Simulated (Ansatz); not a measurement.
## Calculated 95Mo NMR of the central transition for Te2Mo

Cell: a COD entry, its atoms then relaxed with PBE in this cell.

Space group P6_3/mmc (No. 194); a = 3.5182, c = 13.9736 Å, γ = 120.00°.

```csv
site,Wyckoff,site symmetry,x,y,z
Te,4f,3m.,0.3333,0.6667,0.6201
Mo,2c,-6m2,0.3333,0.6667,0.2500
```

One atom of each set is listed.

Level of theory: DFT, LDA, plane waves and PAW, scalar-relativistic, 420 eV cutoff, Γ-centred 14×14×3 k-points, Fermi–Dirac smearing 0.02 eV (Ansatz 0.2.0).

95Mo has I = 5/2 and Q = -22.00 mb (Pyykkö 2018); at 7.05 T its Larmor frequency is ν₀ = 19.7 MHz (from the bare nuclear moment; shielding lowers the observed one by a per cent or two). Only the quadrupole interaction is simulated: positions count from each site's isotropic chemical shift, and J coupling is left out, as are shift anisotropy and dipolar coupling, which fast spinning averages.

Question: Simulate the second-order pattern (fast magic-angle spinning, Gaussian broadening 0.4 kHz) of site Mo (6 Te at 2.72 Å).

Answer: The calculation gives C_Q = 3.48 MHz and η = 0.00, so ν_Q = 0.522 MHz and the centre of gravity lies at -188 ppm (-3.70 kHz).

```
offset (kHz)  height
      -9.652       0
      -9.426       1
      -9.199       3
      -8.972       5
      -8.745       5
      -8.519       5
      -8.292       5
      -8.065       5
      -7.838       5
      -7.612       6
      -7.385       6
      -7.158       6
      -6.932       6
      -6.705       6
      -6.478       6
      -6.251       8
      -6.025      23
      -5.798      64
      -5.571      76
      -5.345      58
      -5.118      47
      -4.891      42
      -4.664      40
      -4.438      38
      -4.211      37
      -3.984      37
      -3.758      36
      -3.531      36
      -3.304      37
      -3.077      38
      -2.851      40
      -2.624      42
      -2.397      45
      -2.171      50
      -1.944      58
      -1.717      76
      -1.490     100
      -1.264      70
      -1.037      15
      -0.810       1
```

An axis of threefold or higher order runs through Mo, so V_zz lies along it and η is zero.

The largest force is 0.5 eV/Å, so the atoms aren't at the calculated equilibrium and relaxing them would move these values. Without spin–orbit coupling the gradients at and beside Te can be off by some per cent, at some sites by more.
